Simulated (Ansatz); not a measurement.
## CuI: frozen-core PAW against all-electron methods

```xyz
4
Lattice="3.7332 -3.7111 0.0000 3.7332 3.7111 0.0000 0.0000 0.0000 4.3931" Properties=species:S:1:pos:R:3 pbc="T T T"
Cu    3.7332    0.5905    3.2949
Cu    3.7332   -0.5905    1.0983
I     3.7332   -2.0043    3.2949
I     3.7332    2.0043    1.0983
```

Atom numbers follow the list: Cu1, Cu2, I3, I4.

The cell is the one relaxed in the Materials Project (mp-1007922), not relaxed further here; entries there can be hypothetical. The listed cell was then made from it by scaling, straining or moving an atom.

Spin–orbit coupling is left out, though it moves levels of the heavy atoms by tenths of an eV or more.

Levels of theory: DFT, PBE, PAW with Ansatz's default frozen-core files, scalar-relativistic (Ansatz 0.2.0); DFT, PBE, all-electron LAPW, scalar-relativistic (Ansatz 0.2.0).

For PAW: a Γ-centred 5×5×6 k mesh, Fermi–Dirac smearing of 0.02 eV, cutoff 420 eV, no spin polarisation. LAPW targets a basis error of 0.5 meV/atom. The Ansatz runs share mesh, smearing and spin set-up. Plane-wave (PAW) pressures include the program's estimate of the Pulay term.

Stress and pressure are positive in compression.

PAW results:

```csv
quantity,PAW
pressure (GPa),0.20
stress xx (GPa),0.70
stress yy (GPa),0.59
stress zz (GPa),-0.70
"force on Cu1, y (eV/Å)",0.081
"force on I3, y (eV/Å)",0.014
band gap (eV),1.035
```

Task: What does full-potential LAPW give for the same quantities?

Result: 
```json
{"quantity": "pressure (GPa)", "LAPW": "0.20"}
{"quantity": "stress xx (GPa)", "LAPW": "0.70"}
{"quantity": "stress yy (GPa)", "LAPW": "0.60"}
{"quantity": "stress zz (GPa)", "LAPW": "-0.69"}
{"quantity": "force on Cu1, y (eV/Å)", "LAPW": "0.079"}
{"quantity": "force on I3, y (eV/Å)", "LAPW": "0.011"}
{"quantity": "band gap (eV)", "LAPW": "1.031"}
```
